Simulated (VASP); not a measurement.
```xyz
2
Lattice="0.0000 3.0100 3.0100 3.0100 0.0000 3.0100 3.0100 3.0100 0.0000" Properties=species:S:1:pos:R:3 pbc="T T T"
Li     0.0000     0.0000     0.0000
I      3.0100     3.0100     3.0100
```

These are PBE GGA, VASP's PBE PAW potentials (set 64) (plane waves; VASP) values and carry that method's errors. Run with 520 eV cut-off, 7×7×7 Γ-centred mesh, Gaussian smearing of 0.050 eV, potentials Li_sv I.

Unless said otherwise, spin-orbit coupling is left out, though it shifts the bands of the heavy elements here.

Q: Predict the energy per atom (σ→0), band gap (on the k-mesh) with the smallest direct gap where there is one.

A: 
- band gap (on the k-mesh): 4.26 eV
- smallest direct gap (on the k-mesh): 4.26 eV
- energy per atom (σ→0): -2.915 eV/atom

The compound is LiI in the rock salt structure. The cell was not relaxed at this level.
